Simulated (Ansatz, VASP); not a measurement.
# Te in VASP and in Ansatz

```xyz
1
Lattice="3.1857 0.0000 0.0000 -1.5928 2.7589 0.0000 0.0000 0.0000 2.9982" Properties=species:S:1:pos:R:3 pbc="T T T"
Te    0.0000    0.0000    0.0000
```

Alike in both runs: functional PBEsol; k mesh 14 × 14 × 13; occupations fermi-dirac, width 0.1 eV; no spin polarisation.

Ansatz relaxed the structure, and its values are those at the end. VASP's run is a single point on that final structure, the one shown.

```csv
,VASP,Ansatz
version,VASP 6.6.1,Ansatz 0.2.0
potentials or method,"VASP PAW PBE potentials, release 64 (Te)","PAW with Ansatz's default frozen-core files, scalar-relativistic"
plane-wave cutoff (eV),520,420
valence electrons in the cell,6,16
```

VASP gave:

* pressure (GPa): 9.0

Problem. Estimate Ansatz's values.

Solution. Pressure (GPa): 8.9.

The two sets of potentials don't hold the same shells in valence.

Caveats: the PAW data sets were made with another functional, which shifts forces and pressure a little (VASP). The runs have no spin-orbit coupling, so splittings on Te are missing.
